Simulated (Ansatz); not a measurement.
Crystal: Br.

```
Br
1.0
     3.36325   -2.32255    0.00000
     3.36325    2.32255    0.00000
     0.00000    0.00000    8.70230
Br
4
Direct
  0.36510 0.63490 0.39010
  0.13490 0.86510 0.89010
  0.63490 0.36510 0.60990
  0.86510 0.13490 0.10990
```

| Property | Result |
| --- | --- |
| Program | Ansatz 0.2.0 |
| Task | single point |
| Functional | PBE |
| Potentials or basis | all-electron LAPW, scalar-relativistic |
| Cutoff | 348 eV (chosen from the basis error) |
| Basis error allowed | 0.001 eV/atom |
| k mesh | 7 × 7 × 3 |
| Occupations | fermi-dirac, width 0.05 eV |
| Spin | no spin polarisation |

On this cell: pressure 1.8 GPa; largest force 0.868 eV/Å; band gap on the k mesh 1.91 eV, indirect (least direct gap 1.93 eV).

The same run follows on a disturbed copy (atoms moved at random, drawn with an rms of 0.05 Å):

```
Br
1.0
     3.36325   -2.32255    0.00000
     3.36325    2.32255    0.00000
     0.00000    0.00000    8.70230
Br
4
Direct
  0.36210 0.64457 0.38555
  0.13829 0.86548 0.88671
  0.62662 0.35413 0.61351
  0.86227 0.12977 0.10185
```

Problem. What changes?

Solution. The energy moves by +3.5 meV/atom; pressure 1.4 GPa; largest force 1.417 eV/Å; band gap on the k mesh 1.71 eV, indirect (least direct gap 1.78 eV).

Forces in eV/Å, atoms in the order of the input:
```
Br  -0.057 -0.083  0.039
Br  -0.022 -0.682 -1.203
Br   0.066  0.086 -0.080
Br   0.013  0.678  1.244
```

Stress tensor (GPa, compression positive):
```
 1.26 -0.04 -0.01
-0.04  0.85  1.95
-0.01  1.95  2.02
```

Caveats: an odd mesh through Γ misses points on the zone boundary, where band edges often lie.
